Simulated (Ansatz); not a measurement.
# Sr: the cost of one run

Program: Ansatz 0.2.0. Level of theory: DFT PBE, scalar-relativistic, plane waves, PAW. These are calculated values, not measurements.

3 further runs of the same task are left out: 3 set aside as unsound or not needed.

**1. The structure to begin with**

The structure is orthorhombic, space group Pnma (No. 62). The conventional cell has a = 5.989 Å, b = 9.929 Å, c = 4.466 Å, α = 90.00°, β = 90.00°, γ = 90.00°. Around Sr (site symmetry m) lie 2 Sr at 3.17 Å.

As a file:

```
CELL_PARAMETERS angstrom
5.98897 0.00000 0.00000
0.00000 9.92864 0.00000
0.00000 0.00000 4.46556
ATOMIC_POSITIONS crystal
Sr 0.02050 0.25000 0.63480
Sr 0.97950 0.75000 0.36520
Sr 0.47950 0.75000 0.13480
Sr 0.52050 0.25000 0.86520
```

(A quick probe on a coarse mesh, which set the mesh and smearing, is not shown.)

**3. Rough relaxation on the coarse mesh**

Contents of input.yaml:

```yaml
crystal:
  lattice:
    - [5.9889654632, 0.0, 0.0]
    - [0.0, 9.9286428915, 0.0]
    - [0.0, 0.0, 4.4655562656]
  atoms:
    - { symbol: Sr, position: [0.0205, 0.25, 0.6348] }
    - { symbol: Sr, position: [0.9795, 0.75, 0.3652] }
    - { symbol: Sr, position: [0.4795, 0.75, 0.1348] }
    - { symbol: Sr, position: [0.5205, 0.25, 0.8652] }
basis:
  ecutwfc: 420
kpoints:
  mp_grid: { grid: [4, 2, 4] }
hamiltonian:
  xc: pbe
scf:
  occupations: { method: gaussian, width: 0.1 }
  lower_state_search: "off"
output:
  forces: true
  stress: true
  eigenvalues: true
relax:
  adjacent_minimum: "off"
  f_tol: 0.04
  max_steps: 70
  cell: { stress_tol: 0.4 }
```

What time and memory should one allow on 1 thread of an x86-64 CPU, shared host?

About 32 s, with a peak of 0.51 GiB.
